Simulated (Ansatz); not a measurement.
Li: computed DOS

Space group P6_3/mmc (No. 194). a = 3.111 Å, b = 3.111 Å, c = 5.093 Å, α = 90.00°, β = 90.00°, γ = 120.00°
```
atom  site  symmetry       x       y       z
  Li    2c      -6m2  0.3333  0.6667  0.2500
```

The runs use the primitive cell with vectors (3.111, 0.000, 0.000), (-1.556, 2.694, 0.000), (0.000, 0.000, 5.093) Å, to which the k mesh refers.

The structure is an experimental refinement, used without relaxation.

Level of theory: DFT, PBE, all-electron LAPW, scalar-relativistic in Ansatz 0.2.0.

Numerical set-up: a Γ-centred 15×15×8 k mesh, Fermi–Dirac smearing of 0.08 eV, basis error target 0.5 meV/atom, no spin polarisation.

States per eV and cell, averaged over 0.6 eV, from -3.4 to 1.8 eV, with energies (bin centres) from the Fermi level; empty bins are left out. 

```
E (eV)  total
  -3.2   0.21
  -2.6   0.41
  -2.0   0.54
  -1.4   0.64
  -0.8   0.76
  -0.2   0.96
   0.4   0.96
   1.0   0.95
   1.6   0.79
```
